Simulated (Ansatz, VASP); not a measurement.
# Two plane-wave programs on CdS

```
Cd S
1.0
     4.07416    0.00000    0.00000
    -2.03708    3.52833    0.00000
     0.00000    0.00000    6.63682
Cd S
2 2
Direct
  0.66667 0.33333 0.50048
  0.33333 0.66667 0.00048
  0.66667 0.33333 0.87652
  0.33333 0.66667 0.37652
```

Alike in both runs: functional LDA; k mesh 6 × 6 × 4; occupations gaussian, width 0.02 eV; no spin polarisation.

Ansatz relaxed the structure, and its values are those at the end. VASP's run is a single point on that final structure, the one shown.

|  | VASP | Ansatz |
| --- | --- | --- |
| version | VASP 6.6.1 | Ansatz 0.2.0 |
| potentials or method | VASP PAW LDA potentials, release 64 (Cd, S) | scalar-relativistic, plane waves, PAW |
| plane-wave cutoff (eV) | 520 | 420 |
| valence electrons in the cell | 36 | 52 |

Ansatz gave:

```
gap on the k mesh at the Fermi level (eV) : 1.03
least direct gap on the mesh (eV)         : 1.03
pressure (GPa)                            : 0.0
```

Question: What did VASP give for the same quantities?

Answer: gap on the k mesh at the Fermi level (eV): 1.06; least direct gap on the mesh (eV): 1.06; pressure (GPa): 0.5.

The two sets of potentials don't hold the same shells in valence.
